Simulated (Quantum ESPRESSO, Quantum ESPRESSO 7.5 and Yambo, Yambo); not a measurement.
## GaN (F-43m): G0W0 on several meshes in Yambo

Aim: the GW shift of GaN (F-43m) against the k mesh.

Main program and level: Quantum ESPRESSO 7.5 and Yambo 5.3.0; PBE and many-body steps on it, plane waves.

## 1. The structure

The structure is cubic, space group F-43m (No. 216). Conventional cell: a = 4.507 Å, b = 4.507 Å, c = 4.507 Å, α = 90.00°, β = 90.00°, γ = 90.00°. Ga has 4 N at 1.95 Å nearest. N has 4 Ga at 1.95 Å nearest. Farther neighbours and most contacts between anions are not listed.

The cell and positions are those that the Materials Project relaxed with its own functionals (PBE, PBE+U or r2SCAN), kept fixed. This is not the form that GaN usually takes at ambient conditions.

## 2. Empty states on the mesh, 2×2×2 mesh, 81 bands

This step: Quantum ESPRESSO 7.5; DFT, PBE, plane waves, norm-conserving pseudopotentials.

The sums over transitions need many empty states on a uniform mesh; this step solves for them.

File pw.in:

```
&control
  calculation = 'nscf'
  prefix = 'x'
  outdir = 'o'
  pseudo_dir = 'pseudo'
/
&system
  ibrav = 0
  nat = 2
  ntyp = 2
  ecutwfc = 104.0
  nbnd = 81
  force_symmorphic = .true.
/
&electrons
  conv_thr = 1e-9
  electron_maxstep = 80
  diago_full_acc = .true.
  diago_thr_init = 5e-6
/
ATOMIC_SPECIES
  Ga 69.723 Ga.upf
  N 14.007 N.upf
CELL_PARAMETERS angstrom
  0.0000000000 2.2535006075 2.2535006075
  2.2535006075 0.0000000000 2.2535006075
  2.2535006075 2.2535006075 0.0000000000
ATOMIC_POSITIONS crystal
  Ga 0.0000000000 0.0000000000 0.0000000000
  N 0.7500000000 0.7500000000 0.7500000000
K_POINTS automatic
  2 2 2 0 0 0
```

Launch:

```bash
OMP_NUM_THREADS=1 mpirun -n 4 pw.x -nk 4 -in pw.in > pw.out
```

The log of the run:

```text
Program PWSCF v.7.5 starts

     This program is part of the open-source Quantum ESPRESSO suite
     for quantum simulation of materials; please cite
         "P. Giannozzi et al., J. Phys.:Condens. Matter 21 395502 (2009);
         "P. Giannozzi et al., J. Phys.:Condens. Matter 29 465901 (2017);
         "P. Giannozzi et al., J. Chem. Phys. 152 154105 (2020);
     in publications or presentations arising from this work. More details at

     Atomic positions and unit cell read from directory:
     o/x.save/

     Message from routine setup:
[...]
131.7326

          k =-0.3536-0.3536 0.3536 (  2788 PWs)   bands (ev):

[...]
118.5280

          k =-0.7071 0.0000 0.0000 (  2778 PWs)   bands (ev):

[...]
102.9718 103.0640 103.6309 103.6309 105.3283 105.7561 105.7692 105.7692
   112.8369 114.8759 114.8759 117.7192 118.8686 118.8686 120.5551 120.8520
   122.9833

     highest occupied, lowest unoccupied level (ev):    11.6293   13.3821

     XML data file, pseudopotentials, collected wavefunctions

=------------------------------------------------------------------------------=
   JOB DONE.
=------------------------------------------------------------------------------=
```

It took 2.4 s on 4 MPI ranks of Arm Neoverse V1, shared host; peak memory 0.24 GiB.

Numbers from this step:

```
gap                                                           : 1.753 eV
k of the valence top                                          : 0, 0, 0
k of the conduction bottom                                    : 0, 0, 0
least direct gap                                              : 1.753 eV
k points computed                                             : 3
lowest point of the top converged band, above the valence top : 106.8986 eV
```

On this mesh the gap is 1.753 eV.

The density comes from a self-consistent run that is not shown.

## 3. Conversion and set-up

This step: Yambo 5.3.0; conversion and set-up on PBE, plane waves, norm-conserving pseudopotentials.

The states are converted to the many-body program's format and the q mesh is built.

Launch:

```bash
(cd o/x.save; p2y > p2y.log; mv SAVE ../..); yambo > setup.log
```

The log of the run:

```text
 Yambo, version 5.3.0

 [02] CORE Variables Setup
 =========================

  [02.01] Unit cells
  ==================

  Cell kind             :  FCC
  Atoms in the cell     :  Ga  N
  number of Ga atoms    :  1
  number of N  atoms    :  1

  List of atomic masses
  Mass of Ga    :  69.72300
  Mass of N     :  14.00700

  List of atomic coordinates    : [cc]
  Ga1       :  0.000000  0.000000  0.000000  order 1
  N1       :  6.387748  6.387748  6.387748  order 2

  Alat factors          :  4.258499  4.258499  4.258499 [a.u.]
  Direct lattice volume :  154.4542 [a.u.]
[...]
0.000000  0.000000  0.000000  0.000000  0.000000  0.000000  0.000000  0.000000

 [03] Transferred momenta grid and indexing
 ==========================================

 IBZ Q-points                                      :  3
 BZ  Q-points                                      :   8

 K/Q-points units:
 rlu = crystal or reduced units; cc = cartesian coordinates; iku = interal k-units

 Q [1]          [rlu]:  0.000000  0.000000  0.000000
 Q [2]          [rlu]: -0.21514E-16 -0.21514E-16 -0.50000
 Q [3]          [rlu]:  0.46183E-16 -0.50000     -0.50000

  [03.01] X indexes
  =================

   [03.01.01] Sigma indexes
   ========================

 [06] Game Over & Game summary
```

The job ended after 2.4 s (1 MPI rank; peak memory 0.24 GiB).

## 4. 2×2×2

Now the one-shot GW correction: screening in the RPA, then the self-energy of the levels asked for.

This step: G0W0 on PBE, plane waves, norm-conserving pseudopotentials.

File gw13.in:

```
HF_and_locXC
gw0
dyson
ppa
em1d
rim_cut
RandQpts= 1000000
RandGvec= 1 RL
EXXRLvcs= 104 Ry
VXCRLvcs= 416 Ry
Chimod= "HARTREE"
% BndsRnXp
 1 | 81 |
%
NGsBlkXp= 15.5 Ry
% LongDrXp
 1 | 1 | 1 |
%
% GbndRnge
 1 | 81 |
%
DysSolver= "n"
ExtendOut
PPAPntXp= 27.21138 eV
% QPkrange
 1 | 1 | 12 | 15 |
%
```

Launch:

```bash
OMP_NUM_THREADS=1 mpirun -n 4 yambo -F gw13.in -J gw13 -C gw13 > gw13.log
```

The log of the run:

```text
 Yambo, version 5.3.0

 [02] CORE Variables Setup
 =========================

  [... cell, symmetries and grids as in the set-up ...]

  [02.05] Energies & Occupations
  ==============================

  [X] === General ===
  [X] Electronic Temperature                        :  0.000000  0.000000 [eV K]
  [X] Bosonic    Temperature                        :  0.000000  0.000000 [eV K]
  [X] Finite Temperature mode                       : no
  [X] El. density                                   :  0.11360E+25 [cm-3]
  [X] Fermi Level                                   :  11.62933 [eV]

  [X] === Gaps and Widths ===
  [X] Conduction Band Min                           :  1.752814 [eV]
  [X] Valence Band Max                              :  0.000000 [eV]
  [X] Filled Bands                                  :  13
  [X] Empty Bands                                   :   14   81
  [X] Direct Gap                                    :  1.752814 [eV]
  [X] Direct Gap localized at k                     :  1
  [X] Indirect Gap                                  :  1.752814 [eV]
  [X] Indirect Gap between kpts                     :  1  1
  [X] Last valence band width                       :  2.690713 [eV]
  [X] 1st conduction band width                     :  2.921144 [eV]

 [03] Transferred momenta grid and indexing
 ==========================================

 IBZ Q-points                                      :  3
 BZ  Q-points                                      :   8

 K/Q-points units:
 rlu = crystal or reduced units; cc = cartesian coordinates; iku = interal k-units

 Q [1]          [rlu]:  0.000000  0.000000  0.000000
 Q [2]          [rlu]: -0.21514E-16 -0.21514E-16 -0.50000
 Q [3]          [rlu]:  0.46183E-16 -0.50000     -0.50000

 [04] Coloumb potential Random Integration (RIM)
 ===============================================

  [04.01] RIM initialization
  ==========================

  * Diagonal components only detected *

  8 x (sBL volume)        :  1.605979 [a.u.]
  sBZ random points       :  1000000
  Points outside the sBZ  :   7996195
  RL volume               :  1.605979 [a.u.]
  Integrated volume       :  1.606744 [a.u.]

  [04.02] RIM integrals
  =====================

  Gamma point sphere radius             :  0.212421 [a.u.]
  Points outside the sphere             :   799659
  [Int_sBZ(q=0) 1/q^2]*(Vol_sBZ)^(-1/3) =:  7.764404
                                 should be <:  7.795600

  Summary of Coulomb integrals for non-metallic bands |Q|[au] RIM/Bare

  Q [1] 0.100000E-4 0.995998 * Q [2] 0.638887 1.064860
  Q [3] 0.737723 1.063764

 [05] Dipoles
 ============

  [05.01] Setup: observables and procedures
  =========================================

 [06] Dynamic Dielectric Matrix (PPA)
 ====================================

 [WR./gw13//ndb.pp]--------------------------------------------------------------
  Brillouin Zone Q/K grids (IBZ/BZ)                :   3   8   3   8
  RL vectors                                       :   3383 [WF]
  Coulomb cutoff potential                         : none
  Electronic Temperature                           :  0.000000 [K]
  Bosonic    Temperature                           :  0.000000 [K]
  PPA    diel. fun.  energies                      : Perdew, Burke & Ernzerhof(X)+Perdew, Burke & Ernzerhof(C)
  wavefunctions                                    : Perdew, Burke & Ernzerhof(X)+Perdew, Burke & Ernzerhof(C)
  Global Gauge                                     : length
  X matrix size                                    :  181
  X band range                                     :    1   81
  X e/h energy range                               : -1.000000 -1.000000 [eV]
  X Time ordering                                  : R
  X Hxc Kernel                                     : HARTREE
  X Drude frequency                                :  0.000000  0.000000
  X poles                                          :  100.0000 [o/o]
  RL vectors in the sum                            :   3383
  [r,Vnl] included                                 : yes
  Field direction                                  :  0.577350E-5  0.577350E-5  0.577350E-5
  BZ energy Double Grid                            : no
  BZ energy DbGd points                            : 0
  BZ Q point size factor                           : -1.000000
  X Optical Averaged directions                    : none

 [07] Local Exchange-Correlation + Non-Local Fock
 ================================================

 [VXC] Plane waves :  22219
 [EXS] Plane waves :  2741

 QP @ state[ 1 ] K range:  1  1
 QP @ state[ 1 ] b range:  12  15

 [xc] Functional : Perdew, Burke & Ernzerhof(X)+Perdew, Burke & Ernzerhof(C)
 [xc] LIBXC used to calculate xc functional
  PP Number of Atomic Species                      :  2
  NLCC RL compoments                               :  22219
  PP Number of Atomic Species                      :  2
  NLCC RL compoments                               :  22219

 [xc] E_xc :  -24.19146 [Ha]
      E_xc :  -48.38291 [Ry]

  Local XC kind (lXC) : Perdew, Burke & Ernzerhof(X)+Perdew, Burke & Ernzerhof(C)
  Non-Local XC kind (nlXC) : Hartree-Fock

  Corrections @ K [1] :  [eV]
 <12|nlXC|12> = -23.27027 -0.21883E-16 <12|lXC|12> = -19.30664 -0.70806E-16
 <13|nlXC|13> = -23.27027 -0.10618E-16 <13|lXC|13> = -19.30664  0.18882E-15
 <14|nlXC|14> = -8.655887  0.72388E-17 <14|lXC|14> = -14.01330  0.000000
 <15|nlXC|15> = -6.543963 -0.95729E-17 <15|lXC|15> = -12.88238  0.18882E-15

 [08] Dyson equation: Newton solver
 ==================================

  [08.01] G0W0 (W PPA)
  ====================

  [  GW  ] Bands range     :    1   81
  [GW/PPA] G damping       :  0.100000 [eV]

  QP @ state[ 1 ] K range:  1  1
  QP @ state[ 1 ] b range:  12  15

   Sc/G bands                                       :    1   81
   Sc/G damping                                     :  0.100000 ev
   Sc bands terminator                              : no
   Sx RL components                                 :  2741

   QP @ state[ 1 ] K range                          :  1  1
   QP @ state[ 1 ] b range                          :  12  15
   GF energies kind                                 : Perdew, Burke & Ernzerhof(X)+Perdew, Burke & Ernzerhof(C)
   GF WF`s kind                                     : Perdew, Burke & Ernzerhof(X)+Perdew, Burke & Ernzerhof(C)
   Xs energies kind                                 : Perdew, Burke & Ernzerhof(X)+Perdew, Burke & Ernzerhof(C)
   Xs WF`s kind                                     : Perdew, Burke & Ernzerhof(X)+Perdew, Burke & Ernzerhof(C)

 [11] Game Over & Game summary
```

It took 5.1 s on 4 MPI ranks; peak memory 1.2 GiB.

This step gave:

```
G0W0 gap on the points computed              : 2.261 eV
starting gap on the mesh                     : 1.753 eV
k of the valence top                         : 0, 0, 0
k of the conduction bottom                   : 0, 0, 0
least direct G0W0 gap on the computed points : 2.261 eV
Z at the valence top                         : 0.7859
Z at the conduction bottom                   : 0.8078
```

The gap on the mesh goes from 1.75 eV to 2.26 eV, a correction of +0.51 eV.

## 5. Empty states on the mesh, 6×6×6 mesh, 81 bands

This step: Quantum ESPRESSO 7.5; DFT, PBE, plane waves, norm-conserving pseudopotentials.

pw.in: that of step 2 with these lines changed.

```diff
@@ -31,2 +31,2 @@
 K_POINTS automatic
-  2 2 2 0 0 0
+  6 6 6 0 0 0
```

Launch:

```bash
OMP_NUM_THREADS=1 mpirun -n 4 pw.x -nk 4 -in pw.in > pw.out
```

The log of the run:

```text
[banner, memory and clock lines left out]
Program PWSCF v.7.5 starts

     Atomic positions and unit cell read from directory:
     o/x.save/

     Message from routine setup:
     using ibrav=0 with symmetry is DISCOURAGED, use correct ibrav instead

     G-vector sticks info

     bravais-lattice index     =            0
     lattice parameter (alat)  =       6.0224  a.u.
     unit-cell volume          =     154.4542 (a.u.)^3
     number of atoms/cell      =            2
     number of atomic types    =            2
     number of electrons       =        26.00
[...]
21.9917  29.2607  30.4490  30.4490  30.4490  31.4228  31.4228  34.3362
[...]
131.7326

          k = 0.1179 0.1179-0.1179 (  2752 PWs)   bands (ev):

[...]
126.8265

          k = 0.2357 0.2357-0.2357 (  2785 PWs)   bands (ev):

[...]
102.2644 103.1168 103.1168 104.1636 104.1636 104.9510 107.3836 107.3836
   111.0167 111.0167 114.8925 117.2165 117.2165 118.2751 119.1766 120.6201
   120.6201

          k =-0.3536-0.3536 0.3536 (  2788 PWs)   bands (ev):

     [... further k-points ...]

     highest occupied, lowest unoccupied level (ev):    11.6293   13.3821

     XML data file, pseudopotentials, collected wavefunctions
```

It took 6.7 s on 4 MPI ranks; peak memory 0.26 GiB.

Numbers from this step:

| Property | Result |
| --- | --- |
| gap | 1.753 eV |
| k of the valence top | 0, 0, 0 |
| k of the conduction bottom | 0, 0, 0 |
| least direct gap | 1.753 eV |
| k points computed | 16 |
| lowest point of the top converged band, above the valence top | 106.8986 eV |

On this mesh the gap is 1.753 eV.

## 6. Conversion and set-up

This step: Yambo 5.3.0; conversion and set-up on PBE, plane waves, norm-conserving pseudopotentials.

Launch:

```bash
(cd o/x.save; p2y > p2y.log; mv SAVE ../..); yambo > setup.log
```

The log of the run:

```text
 Yambo, version 5.3.0

 [02] CORE Variables Setup
 =========================

  [02.01] Unit cells
  ==================

  Cell kind             :  FCC
  Atoms in the cell     :  Ga  N
  number of Ga atoms    :  1
  number of N  atoms    :  1

  List of atomic masses
  Mass of Ga    :  69.72300
  Mass of N     :  14.00700

  List of atomic coordinates    : [cc]
  Ga1       :  0.000000  0.000000  0.000000  order 1
  N1       :  6.387748  6.387748  6.387748  order 2

  Alat factors          :  4.258499  4.258499  4.258499 [a.u.]
  Direct lattice volume :  154.4542 [a.u.]
[...]
Q [ 1]         [rlu]:  0.000000  0.000000  0.000000
 Q [ 2]         [rlu]:  0.28534E-17  0.28534E-17  0.16667
 Q [ 3]         [rlu]:  0.57068E-17  0.57068E-17  0.33333
[...]
Q [ 8]         [rlu]: -0.21514E-16  0.16667     -0.33333
 Q [ 9]         [rlu]:  0.32371E-17  0.16667     -0.16667
 Q [10]         [rlu]: -0.57063E-17  0.33333      0.33333
     [... 4 further rows ...]
 Q [15]         [rlu]:  0.166667  0.333333 -0.333333
 Q [16]         [rlu]:  0.166667 -0.500000 -0.333333

  [03.01] X indexes
  =================

   [03.01.01] Sigma indexes
   ========================

 [06] Game Over & Game summary
```

Run time: 2.7 s. Hardware: 1 MPI rank; peak memory 0.24 GiB.

## 7. 6×6×6

This step: G0W0 on PBE, plane waves, norm-conserving pseudopotentials.

File gw14.in:

```
HF_and_locXC
gw0
dyson
ppa
em1d
rim_cut
RandQpts= 1000000
RandGvec= 1 RL
EXXRLvcs= 104 Ry
VXCRLvcs= 416 Ry
Chimod= "HARTREE"
% BndsRnXp
 1 | 81 |
%
NGsBlkXp= 15.5 Ry
% LongDrXp
 1 | 1 | 1 |
%
% GbndRnge
 1 | 81 |
%
DysSolver= "n"
ExtendOut
PPAPntXp= 27.21138 eV
% QPkrange
 1 | 1 | 12 | 15 |
%
```

Launch:

```bash
OMP_NUM_THREADS=1 mpirun -n 4 yambo -F gw14.in -J gw14 -C gw14 > gw14.log
```

The log of the run:

```text
 Yambo, version 5.3.0

 [02] CORE Variables Setup
 =========================

  [... cell, symmetries and grids as in the set-up ...]

  [02.05] Energies & Occupations
  ==============================

  [X] === General ===
  [X] Electronic Temperature                        :  0.000000  0.000000 [eV K]
  [X] Bosonic    Temperature                        :  0.000000  0.000000 [eV K]
  [X] Finite Temperature mode                       : no
  [X] El. density                                   :  0.11360E+25 [cm-3]
  [X] Fermi Level                                   :  11.62933 [eV]

  [X] === Gaps and Widths ===
  [X] Conduction Band Min                           :  1.752814 [eV]
  [X] Valence Band Max                              :  0.000000 [eV]
  [X] Filled Bands                                  :  13
  [X] Empty Bands                                   :   14   81
  [X] Direct Gap                                    :  1.752814 [eV]
  [X] Direct Gap localized at k                     :  1
  [X] Indirect Gap                                  :  1.752814 [eV]
  [X] Indirect Gap between kpts                     :  1  1
  [X] Last valence band width                       :  3.416005 [eV]
  [X] 1st conduction band width                     :  4.787587 [eV]

 [03] Transferred momenta grid and indexing
 ==========================================

 IBZ Q-points                                      :  16
 BZ  Q-points                                      :  216

 K/Q-points units:
 rlu = crystal or reduced units; cc = cartesian coordinates; iku = interal k-units

 Q [ 1]         [rlu]:  0.000000  0.000000  0.000000
 Q [ 2]         [rlu]:  0.28534E-17  0.28534E-17  0.16667
 Q [ 3]         [rlu]:  0.57068E-17  0.57068E-17  0.33333
[...]
================================================

 [VXC] Plane waves :  22219
 [EXS] Plane waves :  2741

 QP @ state[ 1 ] K range:  1  1
 QP @ state[ 1 ] b range:  12  15

 [xc] Functional : Perdew, Burke & Ernzerhof(X)+Perdew, Burke & Ernzerhof(C)
 [xc] LIBXC used to calculate xc functional
  PP Number of Atomic Species                      :  2
  NLCC RL compoments                               :  22219
  PP Number of Atomic Species                      :  2
  NLCC RL compoments                               :  22219

 [xc] E_xc :  -24.11718 [Ha]
      E_xc :  -48.23436 [Ry]

  Local XC kind (lXC) : Perdew, Burke & Ernzerhof(X)+Perdew, Burke & Ernzerhof(C)
  Non-Local XC kind (nlXC) : Hartree-Fock

  Corrections @ K [1] :  [eV]
 <12|nlXC|12> = -22.48273 -0.96911E-17 <12|lXC|12> = -19.09338  0.47204E-16
 <13|nlXC|13> = -22.48273  0.13348E-16 <13|lXC|13> = -19.09338  0.18882E-15
 <14|nlXC|14> = -10.17454  0.17600E-17 <14|lXC|14> = -14.15864  0.37763E-15
 <15|nlXC|15> = -7.066149  0.78927E-18 <15|lXC|15> = -13.05009 -0.37763E-15

 [08] Dyson equation: Newton solver
 ==================================

  [08.01] G0W0 (W PPA)
  ====================

  [  GW  ] Bands range     :    1   81
  [GW/PPA] G damping       :  0.100000 [eV]

  QP @ state[ 1 ] K range:  1  1
  QP @ state[ 1 ] b range:  12  15

   Sc/G bands                                       :    1   81
   Sc/G damping                                     :  0.100000 ev
   Sc bands terminator                              : no
   Sx RL components                                 :  2741

   QP @ state[ 1 ] K range                          :  1  1
   QP @ state[ 1 ] b range                          :  12  15
   GF energies kind                                 : Perdew, Burke & Ernzerhof(X)+Perdew, Burke & Ernzerhof(C)
   GF WF`s kind                                     : Perdew, Burke & Ernzerhof(X)+Perdew, Burke & Ernzerhof(C)
   Xs energies kind                                 : Perdew, Burke & Ernzerhof(X)+Perdew, Burke & Ernzerhof(C)
   Xs WF`s kind                                     : Perdew, Burke & Ernzerhof(X)+Perdew, Burke & Ernzerhof(C)

 [11] Game Over & Game summary
```

It took 3.9 min on 4 MPI ranks; peak memory 1.7 GiB; 15 min of CPU time.

Numbers from this step:

| Quantity | Value |
| --- | --- |
| G0W0 gap on the points computed | 2.587 eV |
| starting gap on the mesh | 1.753 eV |
| k of the valence top | 0, 0, 0 |
| k of the conduction bottom | 0, 0, 0 |
| least direct G0W0 gap on the computed points | 2.587 eV |
| Z at the valence top | 0.7889 |
| Z at the conduction bottom | 0.8162 |

Against G0W0 in Yambo (2×2×2 mesh, 81 bands, screening to 210.9 eV, Godby-Needs plasmon pole), the gap moves by +0.326 eV.

[end of part 1 of 2]

[Paths, hosts, dates, memory and timing lines, banners, echoed tables and standing remarks are left out of the program output.]

[Logs are printed without paths, hosts, clocks, repeated set-up lines and the standing remarks that a program may print on its own settings, such as how far it seeks lower states.]

[Runs of the session that timed out or met a known fault of the program may be left out.]

[Hosts, paths, dates, database ids (printed as entryN), source tags and the programs' standing remarks are cut or masked in the printed files.]
